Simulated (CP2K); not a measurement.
# Ta: band structure with PBE

Crystal: Ta.

```
CELL_PARAMETERS angstrom
2.86010 0.00000 0.00000
-0.95337 2.69653 0.00000
-0.95337 -1.34826 2.33526
ATOMIC_POSITIONS crystal
Ta 0.00000 0.00000 0.00000
```

| Quantity | Value |
| --- | --- |
| Program | CP2K 2026.2 |
| Task | band structure |
| Functional | PBE |
| Potentials or basis | POTENTIAL_UZH Ta GTH-PBE-q13; TZVP-MOLOPT-PBE-GTH basis |
| Density cutoff | 6123 eV |
| k mesh | 11 × 11 × 11 |
| Occupations | fermi-dirac, width 0.0259 eV |
| Spin | no spin polarisation |
| SCF solver | diagonalisation with k points |
| Quickstep method | GPW |
| EPS_DEFAULT | 1.0E-9 |
| EPS_SCF | 1.0E-6 |
| MAX_SCF | 100 |
| SCF_GUESS | ATOMIC |
| k points reduced by the point group | yes |
| Mesh centred on Gamma | yes |
| CHOLESKY | OFF |
| EPS_EIGVAL | 1.0E-7 |
| MIXING METHOD | BROYDEN_MIXING |
| MIXING ALPHA | 0.4 |
| NBUFFER | 8 |
| NGRIDS | 4 |
| Basis sets | Ta TZVP-MOLOPT-PBE-GTH-q13 |
| Potentials | Ta GTH-PBE-q13 of POTENTIAL_UZH |
| ADDED_MOS | [11] |
| Points a segment of the path (NPOINTS) | 8 |
| Bands added on the path | 6 |
| REL_CUTOFF (Ry) | 60 Ry |
| MIXING BETA (1/bohr) | 1.5 1/bohr |
| CUTOFF of the grids | 450 Ry |

```yaml
Pressure: 1.2 GPa
Band_gap_on_the_k_mesh: none (metal or under the smearing width)
```

Levels at the corners of the path, in eV from the Fermi level:
| point | band 3 | band 4 | band 5 | band 6 | band 7 | band 8 | band 9 | band 10 |
| --- | --- | --- | --- | --- | --- | --- | --- | --- |
| Γ | -33.13 | -33.13 | -7.87 | 0.78 | 0.78 | 0.78 | 4.07 | 4.07 |
| H | -33.95 | -33.95 | -3.77 | -3.77 | 6.90 | 6.90 | 6.90 | 8.54 |
| N | -33.51 | -33.13 | -4.35 | -1.51 | 1.58 | 3.96 | 4.99 | 7.87 |
| Γ | -33.13 | -33.13 | -7.87 | 0.78 | 0.78 | 0.78 | 4.07 | 4.07 |
| P | -33.72 | -33.72 | -1.20 | -1.20 | -1.20 | 5.16 | 5.16 | 7.02 |
| H | -33.95 | -33.95 | -3.77 | -3.77 | 6.90 | 6.90 | 6.90 | 8.54 |
| P | -33.72 | -33.72 | -1.20 | -1.20 | -1.20 | 5.16 | 5.16 | 7.02 |
| N | -33.51 | -33.13 | -4.35 | -1.51 | 1.58 | 3.96 | 4.99 | 7.87 |

It took 62 s on 2 threads of Arm Neoverse V1, on a shared host, peak memory 0.29 GiB.

Caveat: spin-orbit coupling is left out, which moves the levels of the heavy elements; the basis of atomic orbitals isn't converged, which shifts pressures, moduli and gaps.
